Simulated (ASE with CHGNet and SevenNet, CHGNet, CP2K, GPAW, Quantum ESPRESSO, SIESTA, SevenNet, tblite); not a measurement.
## I4/m (COD entry) Ti5Te4, size series (72 atoms) in machine-learned potentials

Aim: run I4/m (COD entry) Ti5Te4, size series (72 atoms) in machine-learned potentials and see how near its forces come to a plane-wave reference, and at what cost.

Calculated with ASE with CHGNet and SevenNet; the method is named at each step.

## (1) Starting point

The cell holds 72 atoms: 40 Ti and 32 Te. Its edges and angles: a = 10.164 Å, b = 10.164 Å, c = 15.088 Å, α = 90.0°, β = 90.0°, γ = 90.0°. It derives from Ti5Te4 (I4/m (measured, COD)), repeated 1×1×4. I4/m (COD entry) Ti5Te4 (cell 10.16, 10.16, 3.772, 90, 90, 90), 1 x 1 x 4 conventional cells; every coordinate displaced by a Gaussian of 0.05 Å. Then every atom was moved at random, 0.05 Å r.m.s. a Cartesian component.

The yardstick, on the same geometry:

- method: Kohn-Sham DFT, PBE, SSSP efficiency 1.3.0 pseudopotentials, plane waves (Quantum ESPRESSO 7.5); sssp-pbe-1.3.0-efficiency, cutoffs 45/360 Ry, Γ point
- r.m.s. force component: 0.703 eV/Å
- longest force: 2.806 eV/Å
- pressure: 1.668 GPa
- time: 6 min on 4 MPI ranks of Arm Neoverse V1, shared host
- CPU time: 24 min

## (2) CHGNet r2SCAN potential

Method: machine-learned interatomic potential CHGNet r2SCAN, trained on r2SCAN plane-wave data.

run.py reads:

```python
import numpy as np
from ase.io import read
import mlip  # loads the published weights by name

atoms = read("structure.xyz")
atoms.calc = mlip.calc("chgnet-r2scan")
energy = atoms.get_potential_energy()
forces = atoms.get_forces()
print(f"energy {energy:.6f} eV")
print("forces (eV/A)")
for i, (a, f) in enumerate(zip(atoms, forces)):
    print(f"{i:4d} {a.symbol:2s} {f[0]:10.5f} {f[1]:10.5f} {f[2]:10.5f}")
stress = -atoms.get_stress(voigt=False) * 160.21766
print("stress (GPa, compression positive)")
for row in stress:
    print(" ".join(f"{x:10.4f}" for x in row))
```

structure.xyz reads:

```xyz
72
Lattice="10.16400 0.00000 0.00000 0.00000 10.16400 0.00000 0.00000 0.00000 15.08800" Properties=species:S:1:pos:R:3 pbc="T T T"
Ti 0.01250 0.06007 0.02384
Ti 5.16524 5.10914 1.94394
Ti 3.14057 6.35870 15.05963
Ti 6.91498 3.69441 14.97680
Ti 3.89373 3.21284 0.00241
Ti 6.23216 6.95106 0.06382
Ti 8.22766 1.27568 1.76545
Ti 1.92374 8.98315 1.89249
Ti 9.00663 8.24128 1.87891
Ti 1.19437 1.73266 1.87423
Te 0.58982 7.29379 0.03229
Te 9.60528 2.88759 15.05963
Te 2.80404 0.46500 0.05733
Te 7.30832 9.41410 15.03595
Te 5.66684 2.20691 1.72561
Te 4.44309 7.86582 1.85718
Te 8.03850 5.74317 1.96023
Te 2.21778 4.58833 1.99584
Ti 10.15810 10.12212 3.76672
Ti 5.06564 5.20194 5.68908
Ti 3.17798 6.34437 3.70727
Ti 7.02383 3.78751 3.79011
Ti 3.83925 3.10571 3.70290
Ti 6.40291 6.86416 3.85559
Ti 8.25632 1.23930 5.55932
Ti 1.78612 8.88791 5.60610
Ti 9.04576 8.25042 5.84343
Ti 1.21704 1.84009 5.58075
Te 0.53574 7.37652 3.79720
Te 9.63801 2.94827 3.66608
Te 2.86320 0.52761 3.75555
Te 7.26421 9.59177 3.67393
Te 5.57983 2.30123 5.61108
Te 4.39268 7.98738 5.70492
Te 7.94550 5.60768 5.61123
Te 2.33681 4.47887 5.66434
Ti 0.05854 0.07237 7.52303
Ti 4.90240 5.01380 9.31895
Ti 3.22585 6.34711 7.52288
Ti 7.05219 3.86801 7.47776
Ti 3.83772 3.20156 7.62563
Ti 6.34813 6.89881 7.59605
Ti 8.36436 1.26115 9.50333
Ti 1.93533 8.84634 9.46787
Ti 8.87388 8.34708 9.38504
Ti 1.27060 1.67757 9.49277
Te 0.55211 7.33871 7.47822
Te 9.60061 2.83291 7.51458
Te 2.87418 0.65568 7.49843
Te 7.29989 9.45049 7.53072
Te 5.65657 2.13922 9.41536
Te 4.39766 7.96461 9.41612
Te 7.98392 5.73768 9.42955
Te 2.19268 4.53274 9.59718
Ti 0.08019 0.01220 11.24629
Ti 5.09786 5.10589 13.22101
[... 12 atom lines left out ...]
Te 5.71898 2.15812 13.23746
Te 4.59453 7.99338 13.19974
Te 7.89296 5.72050 13.18495
Te 2.33884 4.43435 13.12128
```

The run is started by

```sh
$ OMP_NUM_THREADS=1 python run.py > output.txt
```

Output:

```text
CHGNet vr2scan initialized with 412,525 parameters
CHGNet will run on cpu
energy -1383.634521 eV
forces (eV/A)
   0 Ti   -0.11225   -0.08293   -0.07731
   1 Ti   -0.05306   -0.07655   -0.01089
   2 Ti    0.16319   -0.08594   -0.02764
   3 Ti    0.16410    0.27461    0.07298
   4 Ti   -0.25058    0.10878   -0.03391
   5 Ti    0.25987   -0.36199   -0.06439
   6 Ti    0.16241    0.01207    0.11549
   7 Ti   -0.22117   -0.40639   -0.01419
   8 Ti   -0.29011    0.34682   -0.02397
   9 Ti    0.08412    0.20692    0.07239
  10 Te    0.05857    0.00657   -0.15026
  11 Te   -0.06766   -0.10156   -0.04753
  12 Te    0.18361    0.37438   -0.23000
  13 Te    0.18586    0.30925    0.13397
  14 Te    0.04861    0.03906    0.40066
  15 Te    0.16976    0.00626    0.17551
  16 Te   -0.31904   -0.28739   -0.18202
  17 Te    0.13523   -0.31654   -0.34892
  18 Ti   -0.12864    0.15234   -0.01284
  19 Ti    0.04343   -0.16345   -0.03091
  20 Ti    0.04925    0.07498    0.21698
  21 Ti   -0.20644   -0.09685   -0.08805
  22 Ti   -0.06760    0.24048   -0.11632
  23 Ti   -0.16732    0.16121   -0.11443
[...]
64 Te    0.27429    0.09221   -0.26262
  65 Te   -0.06125    0.00562    0.37234
  66 Te    0.16714   -0.60201    0.11274
  67 Te   -0.03598   -0.00366   -0.31941
  68 Te   -0.22758    0.12248   -0.18879
  69 Te   -0.42257   -0.12454   -0.07435
  70 Te   -0.14674   -0.25967    0.01891
  71 Te   -0.07103    0.09078    0.23136
stress (GPa, compression positive)
    0.5240    -0.2079     0.0349
   -0.2079     0.3313     0.0272
    0.0349     0.0272     0.3947
```

Run time: 4.4 s. Hardware: 1 thread of Arm Neoverse V1, shared host; peak memory 0.83 GiB.

Banners, paths, timers and routine set-up lines are dropped from the logs unmarked, and long logs keep their key lines alone; longer cuts are marked.

Against the reference:

```
r.m.s. force component                  : 0.1884 eV/Å
r.m.s. difference of force components   : 538.4 meV/Å
longest difference of force vectors     : 2132 meV/Å
force difference over r.m.s. force      : 76.58 %
slope of forces against the reference's : 0.2427
correlation of force components         : 0.9055
pressure                                : 0.4167 GPa
pressure difference                     : -1.252 GPa
```

Length of the force difference by element (eV/Å):

```
element  atoms  mean  most
     Te     32  0.86   1.9
     Ti     40  0.81   2.1
```

Local excerpt of 9 atoms (numbers count through the whole input) about Te72, picked at random; x, y, z are measured from there.

```
atom      x      y      z  distance (Å)  bonds      Fx      Fy  Fz (eV/Å)
Te72   0.00   0.00   0.00          0.00      6  -0.071   0.091      0.231
Ti59   1.53  -1.27  -1.81          2.69      5   0.089   0.172     -0.065
 Ti5   1.55  -1.22   1.97          2.79      5  -0.251   0.109     -0.034
Ti56   2.76   0.67   0.10          2.84      4  -0.063   0.009     -0.063
 Ti3   0.80   1.92   1.94          2.85      5   0.163  -0.086     -0.028
Ti57   0.69   2.01  -1.90          2.85      5   0.319  -0.012      0.272
Ti64  -1.05  -2.67   0.10          2.87      5  -0.167   0.233      0.039
Te54  -0.15   0.10  -3.52          3.53      6  -0.025  -0.177     -0.368
Te12  -2.90  -1.55   1.94          3.81      6  -0.068  -0.102     -0.048
```

Atoms are counted from 1 here, from 0 in the log.

Forces lie 77 % from the reference's, at 0.0030 times its CPU time (on 1 against 4 cores).

## (3) SevenNet l3i5 potential

Method: machine-learned interatomic potential SevenNet l3i5, trained on PBE(+U) plane-wave data.

run.py, as its differences from that of step 2:

```diff
@@ -5,3 +5,3 @@
 atoms = read("structure.xyz")
-atoms.calc = mlip.calc("chgnet-r2scan")
+atoms.calc = mlip.calc("7net-l3i5")
 energy = atoms.get_potential_energy()
```

structure.xyz is that of step 2.

Output:

```text
energy -462.323395 eV
forces (eV/A)
   0 Ti   -0.47250   -0.28626   -0.14063
   1 Ti   -0.06727   -0.32176    0.02605
   2 Ti    0.24038   -0.27345   -0.18788
   3 Ti    0.92114    1.13423    0.43525
   4 Ti   -0.59145    0.18308    0.03904
   5 Ti    0.58997   -0.63917   -0.26042
   6 Ti    0.32724   -0.19507    0.31820
   7 Ti   -0.62159   -0.97449    0.25650
   8 Ti   -0.55229    0.64514   -0.07740
   9 Ti    0.08735    0.79146    0.07182
  10 Te   -0.03764   -0.05615   -0.14411
  11 Te   -0.20793   -0.14405   -0.30679
  12 Te    0.83344    0.90370   -0.72939
  13 Te    0.49273    0.78915    0.31835
  14 Te    0.00757   -0.06713    1.16340
  15 Te    0.25459    0.34936    0.39040
  16 Te   -0.64325   -0.72693   -0.62115
  17 Te    0.15733   -0.91089   -1.03973
  18 Ti   -0.33648    0.44301    0.00896
  19 Ti    0.22732   -0.30598   -0.03392
  20 Ti    0.08987    0.25264    0.82416
  21 Ti   -0.27212   -0.03853   -0.38295
  22 Ti   -0.16513    0.41670   -0.20019
  23 Ti   -0.76507    0.84861   -0.43314
[...]
64 Te    1.04913   -0.10197   -0.90655
  65 Te    0.20566    0.25442    1.24334
  66 Te    0.86556   -1.50304    0.44656
  67 Te   -0.19458   -0.13250   -0.79807
  68 Te   -0.98027   -0.11271   -0.65814
  69 Te   -1.09362   -0.29291   -0.21019
  70 Te   -0.13014   -0.45972    0.20336
  71 Te   -0.52500    0.28986    0.64132
stress (GPa, compression positive)
    1.6495    -0.4802     0.2588
   -0.4802     0.9028     0.0807
    0.2588     0.0807     1.0180
```

Run time: 11 s. Hardware: 1 thread; peak memory 0.99 GiB.

Numbers from this run, and their distance from the reference:

| Quantity | Value |
| --- | --- |
| r.m.s. force component | 0.5524 eV/Å |
| r.m.s. difference of force components | 199 meV/Å |
| longest difference of force vectors | 880.4 meV/Å |
| force difference over r.m.s. force | 28.31 % |
| slope of forces against the reference's | 0.7687 |
| correlation of force components | 0.9782 |
| pressure | 1.19 GPa |
| pressure difference | -0.4782 GPa |

Against the first run (77 %), the force difference from the reference is 28 %, at 2.5 times the CPU time.

## (4) CHGNet 0.3.0 potential

Method: machine-learned interatomic potential CHGNet 0.3.0, trained on PBE(+U) plane-wave data.

run.py, as its differences from that of step 3:

```diff
@@ -5,3 +5,3 @@
 atoms = read("structure.xyz")
-atoms.calc = mlip.calc("7net-l3i5")
+atoms.calc = mlip.calc("chgnet-0.3.0")
 energy = atoms.get_potential_energy()
```

structure.xyz is that of step 3.

Output:

```text
CHGNet v0.3.0 initialized with 412,525 parameters
CHGNet will run on cpu
energy -475.599915 eV
forces (eV/A)
   0 Ti   -0.37026   -0.32330   -0.15220
   1 Ti   -0.11361   -0.22974   -0.09141
   2 Ti    0.29988   -0.10266   -0.08919
   3 Ti    0.36272    0.67192    0.27033
   4 Ti   -0.55026    0.19189    0.04436
   5 Ti    0.49043   -0.60313   -0.09050
   6 Ti    0.31028   -0.05116    0.20372
   7 Ti   -0.46935   -0.80651    0.15421
   8 Ti   -0.49416    0.54977   -0.07662
   9 Ti    0.22534    0.43668    0.10297
  10 Te    0.01380    0.00126   -0.19425
  11 Te   -0.04603    0.01169   -0.19101
  12 Te    0.63451    0.71767   -0.47038
  13 Te    0.31208    0.49413    0.26720
  14 Te    0.03133   -0.02428    0.76980
  15 Te    0.26432    0.16975    0.34349
  16 Te   -0.42249   -0.46716   -0.44960
  17 Te    0.08510   -0.61368   -0.69322
  18 Ti   -0.27562    0.31755   -0.03635
  19 Ti    0.09064   -0.37577   -0.08947
  20 Ti    0.13502    0.28065    0.44496
  21 Ti   -0.40570   -0.16070   -0.22765
  22 Ti   -0.11011    0.41133   -0.18228
  23 Ti   -0.32638    0.42974   -0.21722
[...]
64 Te    0.66335   -0.02759   -0.64545
  65 Te    0.04900    0.22796    0.79344
  66 Te    0.46822   -1.08644    0.32671
  67 Te   -0.11260   -0.11067   -0.55513
  68 Te   -0.55533    0.01398   -0.49621
  69 Te   -0.82831   -0.13958   -0.12974
  70 Te   -0.11925   -0.40436    0.15593
  71 Te   -0.30741    0.12674    0.39182
stress (GPa, compression positive)
    0.5516    -0.2864     0.1108
   -0.2864     0.0627     0.0422
    0.1108     0.0422     0.0346
```

The job ended after 4 s (1 thread; peak memory 0.83 GiB).

Numbers from this run, and their distance from the reference:

* r.m.s. force component: 0.3837 eV/Å
* r.m.s. difference of force components: 350.8 meV/Å
* longest difference of force vectors: 1204 meV/Å
* force difference over r.m.s. force: 49.89 %
* slope of forces against the reference's: 0.5245
* correlation of force components: 0.961
* pressure: 0.2163 GPa
* pressure difference: -1.452 GPa

Against the first run (77 %), the force difference from the reference is 50 %, at 0.92 times the CPU time.

## (5) All runs compared

Differences are against the plane-wave reference, forces as r.m.s. over components; share is that over the reference's r.m.s. force, slope the least-squares factor from reference forces to these. Total energies of different programs have different zeros and aren't compared.

```
                    run  Δ force, r.m.s. (meV/Å)  share (%)  slope  Δ pressure (GPa)  cores  CPU time  memory (GiB)
              reference                        -          -      -                 -      4    24 min           3.9
CHGNet r2SCAN potential                      538       76.6  0.243             -1.25      1     4.4 s          0.83
SevenNet l3i5 potential                      199       28.3  0.769            -0.478      1      11 s          0.99
 CHGNet 0.3.0 potential                      351       49.9  0.524             -1.45      1       4 s          0.83
```

Times of the machine-learned potentials are mostly Python's start and the loading of weights.

CPU time is summed over cores on a shared host, where runs went side by side, so it is rough. Symmetry, cutoffs, thresholds, outputs and thread counts weren't matched or tuned between programs; memory under MPI is the largest rank's times the ranks.

A second geometry, displaced anew (every atom was moved at random, 0.08 Å r.m.s. a Cartesian component), gives an energy difference that all programs can be tested on. The reference puts it at 39.91 meV/atom.

```
                    run  energy less the first geometry's (meV/atom)  error (meV/atom)  force share at the second geometry (%)
CHGNet r2SCAN potential                                        13.06             -26.9                                    70.5
SevenNet l3i5 potential                                        32.78             -7.13                                    22.9
 CHGNet 0.3.0 potential                                        25.63             -14.3                                    40.0
```

## (6) Outcome

| Item | Value |
| --- | --- |
| nearest in forces | SevenNet l3i5 potential, 28 % |
| its CPU time | 11 s |

In words: Machine-learned potentials differ by 28 % (SevenNet l3i5 potential) to 77 % (CHGNet r2SCAN potential); they were trained on other programs' data, some at another functional. Among those trained on PBE data the slope goes as low as 0.52, which softening far from their training structures can give, though the reference's k-sampling is untested too. The energy difference between the two geometries, 39.9 meV/atom in the reference, is met best by SevenNet l3i5 potential (-7.13) and worst by CHGNet r2SCAN potential (-26.9). The reference's pressure holds the uncorrected Pulay stress of its 45 Ry basis, so small pressure differences, and their order, may be the reference's own error. Machine-learned potentials mimic data converged in k, so the reference's own k-point error enters their differences. The reference's pressure of 1.7 GPa belongs to a cell and atoms that aren't relaxed at this level. The runs have no spin polarisation, so any moments at edges, vacancies or dangling bonds can't form. The electronic-structure runs sample only Γ, in a cell whose shortest periodic width is 10 Å, which is coarse for a cell with partly filled levels. Spin–orbit coupling is left out, which matters for the levels of the heavy elements.

[Also dropped from logs without a mark: logging warnings of Python, and SIESTA's first energy breakdown and zero terms.]

[Logs are printed without paths, hosts, clocks, repeated set-up lines and the standing remarks that a program may print on its own settings, such as how far it seeks lower states.]

[Hosts, paths, dates, database ids (printed as entryN), source tags and the programs' standing remarks are cut or masked in the printed files.]
